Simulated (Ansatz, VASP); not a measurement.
## One calculation of TiPt3, two programs

```
Ti Pt
1.0
     3.92453    0.00000    0.00000
     0.00000    3.92453    0.00000
     0.00000    0.00000    3.92453
Ti Pt
1 3
Direct
  0.00000 0.00000 0.00000
  0.50000 0.50000 0.00000
  0.50000 0.00000 0.50000
  0.00000 0.50000 0.50000
```

Alike in both runs: task single point; functional PBE; dispersion D3(BJ); k mesh 4 × 4 × 4; occupations gaussian, width 0.1 eV; no spin polarisation.

|  | VASP | Ansatz |
| --- | --- | --- |
| version | VASP 6.6.1 | Ansatz 0.2.0 |
| potentials or method | VASP PAW PBE potentials, release 64 (Ti_sv, Pt) | scalar-relativistic, plane waves, PAW |
| plane-wave cutoff (eV) | 520 | 420 |
| valence electrons in the cell | 42 | 66 |

|  | VASP | Ansatz | Ansatz less VASP |
| --- | --- | --- | --- |
| gap on the k mesh at the Fermi level (eV) | none | none | - |
| pressure (GPa) | -4.6 | -4.2 | +0.36 |

A gap of «none» marks a metal or a gap that the smearing closes. The two sets of potentials don't hold the same shells in valence.

Caveats: the k mesh is coarse (spacing up to 0.40 Å⁻¹), so the values aren't converged; pairwise dispersion overbinds metals, which lowers pressure and volume. Spin-orbit coupling is left out, which matters for the levels of Pt.
